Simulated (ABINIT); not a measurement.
Crystal: TaN.

```xyz
2
Lattice="0.0000 2.2113 2.2113 2.2113 0.0000 2.2113 2.2113 2.2113 0.0000" Properties=species:S:1:pos:R:3 pbc="T T T"
Ta    2.2113    2.2113    2.2113
N     0.0000    0.0000    0.0000
```

The cell comes from a database or a generator and needn't be the stable form of this composition.

Base run:

| Property | Result |
| --- | --- |
| Program | ABINIT 10.8.3 (patched build) |
| Functional | LDA |
| Potentials or basis | JTH PAW PBE v2.0 |
| Cutoff | 844 eV |
| k mesh | 10 × 10 × 10 |
| Occupations | fermi-dirac, width 0.05 eV |
| Spin | no spin polarisation |

Its results: band gap on the k mesh none (metal or under the smearing width); pressure -16.8 GPa.

Q: The run is repeated on the same cell with these changes: functional from LDA to PBEsol. What comes out?

A: Band gap on the k mesh none (metal or under the smearing width); pressure -10.5 GPa.

PBEsol binds less tightly than LDA, so the same cell stands under more pressure.

Caveats: the highest band is partly filled, so the run has too few bands; the PAW data sets were made with another functional, which shifts forces and pressure a little.
